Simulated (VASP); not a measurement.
# GaAs: how cutoff and mesh change the relaxed cell, part 2 of 2

How far does the relaxed cell of GaAs depend on cutoff and k mesh? The starting structure is a measured crystal structure from the Crystallography Open Database. The first relaxation on each setting starts from this cell expanded by 3 % in volume.

VASP 6.6.1.

Results so far: reference 22.66 Å³ an atom; a cutoff of 280 eV 22.54 Å³ an atom; a 4×4×4 mesh 22.75 Å³ an atom.

## (5) Relaxation with a cutoff of 600 eV

Level of this step: PBEsol; plane waves and PAW (As, Ga_d) (VASP).

Against step 2 the input has ENCUT = 600. This run starts from the cell of an earlier relaxation, which isn't shown; the restart sets up the plane waves anew.

INCAR reads:

```
SYSTEM = GaAs
PREC = Accurate
ENCUT = 600
EDIFF = 1E-06
NELM = 100
ISMEAR = 0
SIGMA = 0.03
LREAL = .FALSE.
ALGO = Normal
GGA = PS
NBANDS = 15
LORBIT = 11
LWAVE = .FALSE.
LCHARG = .FALSE.
KPAR = 4
IBRION = 2
NSW = 50
ISIF = 3
EDIFFG = -0.006
```

POSCAR reads:

```
GaAs
1.0
    0.0000000000      2.8304010149      2.8304010149
    2.8304010149      0.0000000000      2.8304010149
    2.8304010149      2.8304010149      0.0000000000
As Ga
1 1
Direct
    0.7500000000      0.7500000000      0.7500000000
    0.0000000000      0.0000000000      0.0000000000
```

KPOINTS reads:

```
Automatic mesh
0
Gamma
6 6 6
0 0 0
```

The projector-augmented-wave data sets are As and Ga_d (PBE family, release 64).

On the command line:

```sh
mpirun -np 4 vasp_std
```

What it wrote:

```text
[... set-up lines as in an earlier step ...]
 entering main loop
       N       E                     dE             d eps       ncg     rms          rms(c)
DAV:   1     0.834861839290E+02    0.83486E+02   -0.96992E+03   488   0.179E+03
DAV:   2    -0.264098146718E+01   -0.86127E+02   -0.82907E+02   557   0.328E+02
DAV:   3    -0.917635064165E+01   -0.65354E+01   -0.65112E+01   578   0.707E+01
DAV:   4    -0.926855961794E+01   -0.92209E-01   -0.92190E-01   578   0.936E+00
[...]
DAV:  10    -0.906535285574E+01   -0.34205E-04   -0.53159E-05   670   0.768E-02    0.232E-02
DAV:  11    -0.906537501523E+01   -0.22159E-04   -0.26441E-05   536   0.550E-02    0.259E-03
DAV:  12    -0.906537501146E+01    0.37617E-08   -0.91545E-07   457   0.161E-02
   1 F= -.90653750E+01 E0= -.90653750E+01  d E =-.906538E+01
[...]
N       E                     dE             d eps       ncg     rms          rms(c)
DAV:   1    -0.906549510916E+01   -0.12009E-03   -0.14403E-03   613   0.708E-01    0.621E-02
DAV:   2    -0.906540393090E+01    0.91178E-04   -0.15098E-04   599   0.274E-01    0.284E-02
DAV:   3    -0.906538057322E+01    0.23358E-04   -0.24343E-05   634   0.947E-02    0.631E-03
DAV:   4    -0.906537826806E+01    0.23052E-05   -0.24781E-06   453   0.214E-02    0.218E-03
DAV:   5    -0.906537787416E+01    0.39390E-06   -0.19444E-07   282   0.611E-03
   2 F= -.90653779E+01 E0= -.90653779E+01  d E =-.286270E-05
 trial-energy change:   -0.000003  1 .order   -0.000001   -0.000011    0.000009
 step:   0.5285(harm=  0.5285)  dis= 0.00000  next Energy=    -9.065378 (dE=-0.278E-05)
 reached required accuracy - stopping structural energy minimisation
```

Elapsed: 11 s, on 4 MPI ranks of Intel Xeon Platinum 8375C at 2.90GHz (Ice Lake), shared host; peak memory 0.68 GiB; 41 s of CPU time.

OUTCAR, selected parts (step 5):

```text
  Total       -0.0107500     -0.0107500     -0.0107500      0.0000000      0.0000000     -0.0000000
  in kB       -0.3794616     -0.3794616     -0.3794616      0.0000000      0.0000000     -0.0000000
  external PRESSURE =      -0.3794616 kB  Pullay stress =       0.0000000 kB

 POSITION                                       TOTAL-FORCE (eV/Angst)
 -----------------------------------------------------------------------------------
      4.24684      4.24684      4.24684         0.000000      0.000000      0.000000
      2.83122      0.00000      2.83122        -0.000000     -0.000000     -0.000000
 -----------------------------------------------------------------------------------
    total drift:                               -0.000001     -0.000001     -0.000001

  FREE ENERGIE OF THE ION-ELECTRON SYSTEM (eV)
  ---------------------------------------------------
  free  energy   TOTEN  =        -9.0653778742 eV

  energy  without entropy=       -9.0653778742  energy(sigma->0) =       -9.06537787

[... 2 parts as in an earlier step ...]

[... 2 further parts left out ...]
[key lines of the parts left out:]
E-fermi :   3.9583
```

With a cutoff of 600 eV the cell ends at 22.695 Å³ an atom, +0.15 % from the reference.

## (6) Relaxation with a 10×10×10 mesh

Against step 2 the input has a 10×10×10 mesh. This run starts from the cell of an earlier relaxation, which isn't shown; the restart sets up the plane waves anew.

Edit INCAR of step 5 so:

```diff
@@ -2,3 +2,3 @@
 PREC = Accurate
-ENCUT = 600
+ENCUT = 450
 EDIFF = 1E-06
```

POSCAR reads:

```
GaAs
1.0
    0.0000000000      2.8302095759      2.8302095759
    2.8302095759      0.0000000000      2.8302095759
    2.8302095759      2.8302095759      0.0000000000
As Ga
1 1
Direct
    0.7500000000      0.7500000000      0.7500000000
    0.0000000000      0.0000000000      0.0000000000
```

KPOINTS reads:

```
Automatic mesh
0
Gamma
10 10 10
0 0 0
```

On the command line:

```sh
mpirun -np 4 vasp_std
```

What it wrote:

```text
[... set-up lines as in an earlier step ...]
 entering main loop
       N       E                     dE             d eps       ncg     rms          rms(c)
DAV:   1     0.775792079770E+02    0.77579E+02   -0.82977E+03  1450   0.149E+03
DAV:   2    -0.299881189274E+01   -0.80578E+02   -0.77598E+02  1550   0.302E+02
DAV:   3    -0.919329427537E+01   -0.61945E+01   -0.61721E+01  1760   0.671E+01
DAV:   4    -0.928778555044E+01   -0.94491E-01   -0.94466E-01  1638   0.917E+00
[...]
DAV:  10    -0.909026548528E+01   -0.30420E-04   -0.51919E-05  2060   0.721E-02    0.228E-02
DAV:  11    -0.909028596537E+01   -0.20480E-04   -0.24324E-05  1557   0.515E-02    0.238E-03
DAV:  12    -0.909028599742E+01   -0.32051E-07   -0.76023E-07  1398   0.143E-02
   1 F= -.90902860E+01 E0= -.90902860E+01  d E =-.909029E+01
[...]
reached required accuracy - stopping structural energy minimisation
```

It took 6.6 s on 4 MPI ranks; peak memory 0.62 GiB.

From OUTCAR (step 6):

```text
  Total        0.0056375      0.0056375      0.0056375     -0.0000000      0.0000000     -0.0000000
  in kB        0.1992090      0.1992090      0.1992090     -0.0000000      0.0000000     -0.0000000
  external PRESSURE =       0.1992090 kB  Pullay stress =       0.0000000 kB

 POSITION                                       TOTAL-FORCE (eV/Angst)
 -----------------------------------------------------------------------------------
      4.24531      4.24531      4.24531         0.000000      0.000000      0.000000
      0.00000      0.00000      0.00000        -0.000000     -0.000000     -0.000000
 -----------------------------------------------------------------------------------
    total drift:                               -0.000001     -0.000001     -0.000001

  FREE ENERGIE OF THE ION-ELECTRON SYSTEM (eV)
  ---------------------------------------------------
  free  energy   TOTEN  =        -9.0902859974 eV

  energy  without entropy=       -9.0902859974  energy(sigma->0) =       -9.09028600

[... 1 part as in an earlier step ...]

[... 3 further parts left out ...]
[key lines of the parts left out:]
E-fermi :   3.9699
```

With a 10×10×10 mesh the cell ends at 22.670 Å³ an atom, +0.04 % from the reference.

## (7) All runs side by side

| run | volume (Å³/atom) | change (%) | pressure left (GPa) | core minutes |
| --- | --- | --- | --- | --- |
| reference | 22.662 | - | 0.02 | 1.2 |
| a cutoff of 280 eV | 22.538 | -0.54 | -0.02 | 0.707 |
| a 4×4×4 mesh | 22.751 | 0.4 | 0.0 | 0.8 |
| a cutoff of 600 eV | 22.695 | 0.15 | -0.04 | 2.19 |
| a 10×10×10 mesh | 22.67 | 0.04 | 0.02 | 1.97 |

Core minutes are wall time times ranks, summed over the relaxations behind a row (those for a bulk modulus apart), on shared hosts.

## (8) Outcome

```yaml
volume_of_the_reference: 22.66 Å³/atom
volume_against_the_reference_a_cutoff_of_280_ev: -0.54 %
volume_against_the_reference_a_4x4x4_mesh: +0.40 %
volume_against_the_reference_a_cutoff_of_600_ev: +0.15 %
volume_against_the_reference_a_10x10x10_mesh: +0.04 %
```

What this shows: The volume moves most with a cutoff of 280 eV: -0.54 % against the reference (450 eV, 6×6×6 mesh). On finer settings it changes by +0.15 % with a cutoff of 600 eV and +0.04 % with a 10×10×10 mesh. The relaxations stop with up to 0.04 GPa left, which at a bulk modulus of 50 GPa, to name a scale, is 0.08 % of the volume. A cell that shrinks at the lower cutoff is the usual mark of Pulay stress, the error that a plane-wave basis makes when it is kept while the volume changes. Further runs on this material are not shown.

[Lines on the potential files, build, host, timing and source positions are cut from VASP's logs without a mark.]

[Logs are printed without paths, hosts, clocks, repeated set-up lines and the standing remarks that a program may print on its own settings, such as how far it seeks lower states.]

[Hosts, paths, dates, database ids (printed as entryN), source tags and the programs' standing remarks are cut or masked in the printed files.]
